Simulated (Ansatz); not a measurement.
# Ta: which structure wins, with spin-orbit coupling, part 2 of 3

Aim: relax Ta in several structures (fcc, bcc, hcp) and rank them by energy, with spin-orbit coupling. The runs shown use PAW and LAPW.

Ansatz 0.2.0; DFT PBE; a cell built from a prototype (fcc type), not taken from measurement.

## 5. Bcc relaxed, PAW

File input.yaml:

```yaml
crystal:
  lattice:
    - [-1.6607199181, 1.6607199181, 1.6607199181]
    - [1.6607199181, -1.6607199181, 1.6607199181]
    - [1.6607199181, 1.6607199181, -1.6607199181]
  atoms:
    - { symbol: Ta, position: [0.0, 0.0, 0.0] }
kpoints:
  mp_grid: { grid: [17, 17, 17] }
scf:
  occupations: { method: fermi_dirac, width: 0.05 }
hamiltonian:
  xc: pbe
  pseudopotentials: { kind: paw_fr }
output:
  forces: true
  stress: true
relax:
  f_tol: 0.005
  max_steps: 40
  cell: {}
magnetization:
  noncollinear: true
  spin_orbit: true
```

The run is started by

```sh
> ansatz run input.yaml --threads 2 --pin off --max-ram 6144MiB --backend cpu --events-out ev --progress --plain --runs-dir out
```

The log of the run:

```text
Engine: ansatz 0.2.0
Pseudopotentials: kind: paw_fr
Pseudopotential: Ta, paw_fr, valence charge 13, recommended cutoff 420 eV (normal)#standard-fr
Functional definition: PBE
  parameter kappa = 0.804
  parameter beta = 0.06672455060314922
  exchange = pbe_x(kappa = kappa, mu = beta*pi^2/3)
  correlation = pbe_c(beta = beta)
non-collinear run that drives no moment, with spin-orbit: no starting moment large enough to seed its density (crystal.atoms[].spin), no starting occupations that ask for one, no magnetisation constraint and no magnetic field, so the semilocal B_xc is pinned to zero
Crystal: 1 atoms, lattice volume = 18.321 Å³
Basis set: ecut = 420 eV, 369 PW (Γ), exchange–correlation on 40×40×40 points (8 copies of the dense FFT grid, shifted against one another)
Bands: 22, of which v1, the nominal top of the filled ones, is band 13 counted from 1 (12 counted from 0)
Symmetry: 48 space group operations + 48 with time reversal
Magnetic group: BNS 229.141 (UNI 1643), of the structure as read, at distance tolerance 2.6e-5 Å
k-points: 165 of 4913
Projection manifold: j_resolved (fully-relativistic pseudo-atomic orbitals)
Non-local potential: Ta, projectors of the file, l = 0: 3, l = 1: 4, l = 2: 4, l = 3: 2
PAW form: soft (Blöchl's): semilocal exchange-correlation on the pseudo side does not see the compensation charge
PAW one-centre angular grid: Ta, 590 points (default); XC on 64 Gauss nodes
Initial density: superposition of atomic densities (chi_scale 0.1, normalization cell)
Initial wavefunctions: pseudopotential atomic-orbital guess
Functional: x = pbe(κ = 0.804, μ = 0.2195149727645171), c = pbe(β = 0.06672455060314922)
SCF iter   1: F=—  HF=-9954.909909 eV  |F-HF|=—  |Δ(HF+E_count)|=         —  Δρ=4.15e-2  dr2=3.04e-1  dr2_m=0.00e0 (ungated)  ethr=3.10e-3  |M|=0.00e0 ∫|m|=0.00e0 μB  |m|>n=0.0e0 m-floor=0.0e0 τ_xc=0.0e0  β_m=0.30  ⟨swp⟩=6.4  Hψ=9532  notcnv=0  defer=6
preconditioner: auto → none  [metal: Δε(μ)=0.005 eV  Ē_g=8.361 eV  σ=0.050 eV  W_gap=0.03  n_scr=0 (ndim 8)  ℏωp=19.4 eV  f_vac=0.000  D(μ)=1.32/eV (n_scr^D=12)]
SCF iter   2: F=—  HF=-9954.834019 eV  |F-HF|=—  |Δ(HF+E_count)|=   7.59e-2  Δρ=2.53e-2  dr2=9.23e-2  dr2_m=0.00e0 (ungated)  ethr=2.34e-3  |M|=0.00e0 ∫|m|=0.00e0 μB  |m|>n=0.0e0 m-floor=0.0e0 τ_xc=0.0e0  β_m=0.49  ⟨swp⟩=2.0  Hψ=2981  notcnv=0  defer=404
SCF iter   3: F=—  HF=-9954.817374 eV  |F-HF|=—  |Δ(HF+E_count)|=   1.66e-2  Δρ=5.47e-3  dr2=1.93e-3  dr2_m=0.00e0 (ungated)  ethr=7.10e-4  |M|=0.00e0 ∫|m|=0.00e0 μB  |m|>n=0.0e0 m-floor=0.0e0 τ_xc=0.0e0  β_m=0.67  ⟨swp⟩=3.0  Hψ=3130  notcnv=0  defer=428
SCF iter   4: F=—  HF=-9954.818437 eV  |F-HF|=—  |Δ(HF+E_count)|=   1.06e-3  Δρ=2.59e-4  dr2=4.31e-6  dr2_m=0.00e0 (ungated)  ethr=1.49e-5  |M|=0.00e0 ∫|m|=0.00e0 μB  |m|>n=0.0e0 m-floor=0.0e0 τ_xc=0.0e0  β_m=0.69  ⟨swp⟩=1.9  Hψ=2339  notcnv=0  defer=428
SCF iter   5: F=—  HF=-9954.818441 eV  |F-HF|=—  |Δ(HF+E_count)|=   3.78e-6  Δρ=5.32e-5  dr2=9.42e-8  dr2_m=0.00e0 (ungated)  ethr=7.69e-10  |M|=0.00e0 ∫|m|=0.00e0 μB  |m|>n=0.0e0 m-floor=0.0e0 τ_xc=0.0e0  β_m=0.84  ⟨swp⟩=3.2  Hψ=6904  notcnv=0
SCF iter   6: F=-9954.818441 eV  HF=-9954.818441 eV  |F-HF|=2.50e-9  |Δ(HF+E_count)|=   6.56e-8  Δρ=8.14e-6  dr2=4.12e-9  dr2_m=0.00e0 (ungated)  ethr=7.25e-10  |M|=0.00e0 ∫|m|=0.00e0 μB  |m|>n=0.0e0 m-floor=0.0e0 τ_xc=0.0e0  ⟨swp⟩=2.0  Hψ=6198  notcnv=0
SCF 1 converged in 6 iterations: F = -9954.818441 eV  dr2 = 4.12e-9
relax step   1: F+E_penalty+E_count = -9954.81844129 eV  Δ(F+E_penalty+E_count) = +0.000e0 eV  max|allowed force component| = 0.000e0 eV/Å  Δτ_max = 0.0000 Å  P = -0.467 GPa  Ω = 18.321 Å³  (6 SCF iters, dr2 threshold 1.00e-7 eV, accepted)
Crystal: 1 atoms, lattice volume = 18.152 Å³
Projection manifold: j_resolved (fully-relativistic pseudo-atomic orbitals)
Initial density: handed on by an earlier stage of this run
Initial wavefunctions: those handed on with the density
iter 1 solved again at ethr=1.30e-7 eV; its pass at ethr=3.10e-3 eV (dr2=1.69e-5 eV) is discarded
SCF iter   1: F=—  HF=-9954.818037 eV  |F-HF|=—  |Δ(HF+E_count)|=         —  Δρ=2.53e-4  dr2=7.61e-6  dr2_m=0.00e0 (ungated)  ethr=1.30e-7  |M|=0.00e0 ∫|m|=0.00e0 μB  |m|>n=0.0e0 m-floor=0.0e0 τ_xc=0.0e0  β_m=0.30  ⟨swp⟩=3.2  Hψ=9629  notcnv=0
preconditioner: auto → none  [metal: Δε(μ)=0.019 eV  Ē_g=8.266 eV  σ=0.050 eV  W_gap=0.09  n_scr=0 (ndim 8)  ℏωp=19.5 eV  f_vac=0.000  D(μ)=1.36/eV (n_scr^D=12)]
SCF iter   2: F=—  HF=-9954.818038 eV  |F-HF|=—  |Δ(HF+E_count)|=   9.30e-7  Δρ=1.55e-4  dr2=2.24e-6  dr2_m=0.00e0 (ungated)  ethr=5.85e-8  |M|=0.00e0 ∫|m|=0.00e0 μB  |m|>n=0.0e0 m-floor=0.0e0 τ_xc=0.0e0  β_m=0.51  ⟨swp⟩=1.7  Hψ=2105  notcnv=0
SCF iter   3: F=-9954.818040 eV  HF=-9954.818040 eV  |F-HF|=1.39e-7  |Δ(HF+E_count)|=   2.20e-6  Δρ=2.74e-5  dr2=3.03e-8  dr2_m=0.00e0 (ungated)  ethr=7.69e-10  |M|=0.00e0 ∫|m|=0.00e0 μB  |m|>n=0.0e0 m-floor=0.0e0 τ_xc=0.0e0  ⟨swp⟩=2.9  Hψ=6699  notcnv=0
SCF 2 converged in 3 iterations: F = -9954.818040 eV  dr2 = 3.03e-8
relax step   2: F+E_penalty+E_count = -9954.81804043 eV  Δ(F+E_penalty+E_count) = +4.009e-4 eV  max|allowed force component| = 0.000e0 eV/Å  Δτ_max = 0.0000 Å  P = +1.352 GPa  Ω = 18.152 Å³  energy of the carried Pulay correction = +5.695e-5 eV  (3 SCF iters, dr2 threshold 1.00e-7 eV, rejected (line search))
Crystal: 1 atoms, lattice volume = 18.277 Å³
Projection manifold: j_resolved (fully-relativistic pseudo-atomic orbitals)
iter 1 solved again at ethr=7.39e-8 eV; its pass at ethr=3.10e-3 eV (dr2=9.61e-6 eV) is discarded
SCF iter   1: F=—  HF=-9954.818520 eV  |F-HF|=—  |Δ(HF+E_count)|=         —  Δρ=1.70e-4  dr2=4.06e-6  dr2_m=0.00e0 (ungated)  ethr=7.39e-8  |M|=0.00e0 ∫|m|=0.00e0 μB  |m|>n=0.0e0 m-floor=0.0e0 τ_xc=0.0e0  β_m=0.30  ⟨swp⟩=3.2  Hψ=9507  notcnv=0
preconditioner: auto → none  [metal: Δε(μ)=0.017 eV  Ē_g=8.211 eV  σ=0.050 eV  W_gap=0.08  n_scr=0 (ndim 8)  ℏωp=19.4 eV  f_vac=0.000  D(μ)=1.38/eV (n_scr^D=12)]
SCF iter   2: F=—  HF=-9954.818520 eV  |F-HF|=—  |Δ(HF+E_count)|=   2.32e-7  Δρ=1.01e-4  dr2=1.13e-6  dr2_m=0.00e0 (ungated)  ethr=3.12e-8  |M|=0.00e0 ∫|m|=0.00e0 μB  |m|>n=0.0e0 m-floor=0.0e0 τ_xc=0.0e0  β_m=0.49  ⟨swp⟩=1.9  Hψ=2168  notcnv=0
SCF iter   3: F=—  HF=-9954.818520 eV  |F-HF|=—  |Δ(HF+E_count)|=   1.73e-7  Δρ=1.86e-5  dr2=1.37e-8  dr2_m=0.00e0 (ungated)  ethr=8.70e-9  |M|=0.00e0 ∫|m|=0.00e0 μB  |m|>n=0.0e0 m-floor=0.0e0 τ_xc=0.0e0  β_m=0.68  ⟨swp⟩=2.6  Hψ=2636  notcnv=0
SCF iter   4: F=—  HF=-9954.818520 eV  |F-HF|=—  |Δ(HF+E_count)|=   6.60e-8  Δρ=8.36e-7  dr2=5.31e-11  dr2_m=0.00e0 (ungated)  ethr=1.05e-10  |M|=0.00e0 ∫|m|=0.00e0 μB  |m|>n=0.0e0 m-floor=0.0e0 τ_xc=0.0e0  β_m=0.84  ⟨swp⟩=2.3  Hψ=2816  notcnv=0
SCF iter   5: F=-9954.818520 eV  HF=-9954.818520 eV  |F-HF|=5.46e-12  |Δ(HF+E_count)|=  2.18e-11  Δρ=1.12e-7  dr2=2.05e-12  dr2_m=0.00e0 (ungated)  ethr=1.00e-12  |M|=0.00e0 ∫|m|=0.00e0 μB  |m|>n=0.0e0 m-floor=0.0e0 τ_xc=0.0e0  ⟨swp⟩=5.4  Hψ=6203  notcnv=0
SCF 3 converged in 5 iterations: F = -9954.818520 eV  dr2 = 2.05e-12
relax step   3: F+E_penalty+E_count = -9954.81852020 eV  Δ(F+E_penalty+E_count) = -7.892e-5 eV  max|allowed force component| = 0.000e0 eV/Å  Δτ_max = 0.0000 Å  P = -0.005 GPa  Ω = 18.277 Å³  energy of the carried Pulay correction = +1.466e-5 eV  (5 SCF iters, accepted)
Projection manifold: j_resolved (fully-relativistic pseudo-atomic orbitals)
Initial wavefunctions: pseudopotential atomic-orbital guess (no wavefunctions were taken with the density)
iter 1 solved again at ethr=6.97e-8 eV; its pass at ethr=3.10e-3 eV (dr2=9.06e-6 eV) is discarded
SCF iter   1: F=—  HF=-9954.818508 eV  |F-HF|=—  |Δ(HF+E_count)|=         —  Δρ=3.85e-6  dr2=3.47e-10  dr2_m=0.00e0 (ungated)  ethr=6.97e-8  |M|=0.00e0 ∫|m|=0.00e0 μB  |m|>n=0.0e0 m-floor=0.0e0 τ_xc=0.0e0  β_m=0.30  ⟨swp⟩=3.5  Hψ=14492  notcnv=0
eigensolver tolerance schedule: the retry pair's looser diagonalisation over-reported the residual by 26132.26 of it (diagonalisation noise at 1.42 of the residual, at the tolerance the schedule requests for it); recorded, not acted on — ethr = c·dr2/N_el stays at c = 1.0e-1
preconditioner: auto → none  [metal: Δε(μ)=0.017 eV  Ē_g=8.210 eV  σ=0.050 eV  W_gap=0.08  n_scr=0 (ndim 8)  ℏωp=19.4 eV  f_vac=0.000  D(μ)=1.38/eV (n_scr^D=12)]
SCF iter   2: F=—  HF=-9954.818508 eV  |F-HF|=—  |Δ(HF+E_count)|=   1.22e-7  Δρ=2.52e-6  dr2=1.22e-10  dr2_m=0.00e0 (ungated)  ethr=2.67e-12  |M|=0.00e0 ∫|m|=0.00e0 μB  |m|>n=0.0e0 m-floor=0.0e0 τ_xc=0.0e0  β_m=0.50  ⟨swp⟩=3.0  Hψ=3492  notcnv=0
SCF iter   3: F=—  HF=-9954.818508 eV  |F-HF|=—  |Δ(HF+E_count)|=  1.46e-10  Δρ=7.22e-7  dr2=1.51e-11  dr2_m=0.00e0 (ungated)  ethr=1.00e-12  |M|=0.00e0 ∫|m|=0.00e0 μB  |m|>n=0.0e0 m-floor=0.0e0 τ_xc=0.0e0  β_m=0.50  ⟨swp⟩=2.2  Hψ=2248  notcnv=0
SCF iter   4: F=-9954.818508 eV  HF=-9954.818508 eV  |F-HF|=3.64e-12  |Δ(HF+E_count)|=  1.09e-11  Δρ=1.19e-7  dr2=1.43e-12  dr2_m=0.00e0 (ungated)  ethr=1.00e-12  |M|=0.00e0 ∫|m|=0.00e0 μB  |m|>n=0.0e0 m-floor=0.0e0 τ_xc=0.0e0  ⟨swp⟩=4.8  Hψ=5849  notcnv=0
SCF 4 converged in 4 iterations: F = -9954.818508 eV  dr2 = 1.43e-12
relax step   4: F+E_penalty+E_count = -9954.81850765 eV  Δ(F+E_penalty+E_count) = +1.256e-5 eV  max|allowed force component| = 0.000e0 eV/Å  Δτ_max = 0.0000 Å  P = -0.006 GPa  Ω = 18.277 Å³  stress off target by 6.17e-3 GPa  SCF on the basis re-selected at this cell (its energy is not comparable with the rows above)  (4 SCF iters)
basis re-selected at this cell: Δ(F+E_penalty+E_count) = +1.256e-5 eV, ΔP = -0.001 GPa vs the last step (what re-selecting the basis moved, of the pressure what is left beyond the Pulay correction that the steps carried, after the strain that the cell walked since its last selection, with what the two solves' SCF thresholds leave and, on support functions, any second-order correction that the steps lacked; it is no measure of the basis error at this ecutwfc). This SCF's stress stands 6.17e-3 GPa from its target on what of the cell is left free (relax.cell.stress_tol is 5.00e-2 GPa) and its largest allowed force component is 0.00e0 eV/Å (relax.f_tol is 5.00e-3 eV/Å): within both
SCF converged after 4 iterations
Magnetization: |M| = 0.0000 μB,  M = (+0.0000, +0.0000, +0.0000) μB
Absolute magnetization: 0.0000 μB (∫|m|)
  site 0: m = (+0.0000, +0.0000, +0.0000) μB, |m| = 0.0000 μB  (R = 1.19 Å)
Free energy (F): -9954.818508 eV
Harris-Foulkes:  -9954.818508 eV  (|F-HF|=3.64e-12)
Internal energy: -9954.807222 eV  (E = F + TS)
E sigma→0 (E₀):  -9954.812865 eV
Entropy (-TS):   -0.011285 eV (-11.285 meV/atom)
Fermi energy:    18.308309 eV
--- Per-component energies (eV) ---
  E_band       = -110.067444
  E_kinetic    = 365.384220
  E_local      = -555.980334  (includes V_loc(G=0)·N_el)
  E_nonlocal   = 11.460605
  E_hartree    = 192.604915
  E_xc         = -217.971274
  E_vxc        = -203.612357  (∫ρ·V_xc dr)
  E_paw        = -8416.057433  (= ΣΔE_a)
  E_vpaw       = -112.529509  (= ΣTr[D̂ρ^β])
  E_aug_tail   = 0.000130  (compensation charges beyond the density's cutoff)
  E_ewald      = -1334.248051
  E_smearing   = -0.011285  (= −TS)
  E_closure    = -0.000000  (closes the sum)
  Σ components = -9954.818508   (vs F -9954.818508, Δ=0.00e0)
--- Forces (eV/Å), atoms counted from 1 ---
  atom   1  Ta     0.00000000     0.00000000    -0.00000000
  max |Σ_I F_I| component: 3.29e-32 eV/Å
--- Stress (GPa, compression-positive) ---
       -0.006169       0.000000       0.000000
        0.000000      -0.006169      -0.000000
        0.000000      -0.000000      -0.006169
  P = ⅓ Tr σ = -0.0062 GPa (-0.062 kbar)
--- Relaxed structure (3 steps of the walk, 2 accepted, 1 SCFs on fresh bases) ---
  F+E_penalty+E_count = -9954.81850765 eV   max|allowed force component| = 0.000e0 eV/Å   (the final SCF, on the basis selected at the relaxed cell)
  cell:  # Å, volume = 18.2774 Å³
    - [-1.6594029257449578, 1.6594029257449578, 1.6594029257449578]
    - [1.6594029257449578, -1.6594029257449578, 1.6594029257449578]
    - [1.6594029257449578, 1.6594029257449578, -1.6594029257449578]
  atoms:
    - { symbol: Ta, position: [0.0, 0.0, 0.0] }
```

Wall time 11 s (2 threads of Arm Neoverse V1, shared host); peak memory 0.4 GiB.

Step by step:

```tsv
step	energy from step 1 (eV/cell)	largest force component (eV/Å)	pressure (GPa)	volume (Å³)
1	0.0000	0.0000	-0.47	18.32
2x	0.0004	0.0000	1.35	18.15
3	-0.0001	0.0000	-0.01	18.28
4	-0.0001	0.0000	-0.01	18.28
```

Step 1 is the start. Step 4 repeats the geometry before on a plane-wave basis chosen anew for that cell, so the energy can jump there without any move; the table keeps such jumps. 1 step was tried and not accepted (marked x).

| input's cell | before | after | change |
| --- | --- | --- | --- |
| a (Å) | 2.876 | 2.874 | -0.1 % |
| b (Å) | 2.876 | 2.874 | -0.1 % |
| c (Å) | 2.876 | 2.874 | -0.1 % |
| volume (Å³/atom) | 18.32 | 18.28 | -0.2 % |

(Continued in part 3 of 3.)
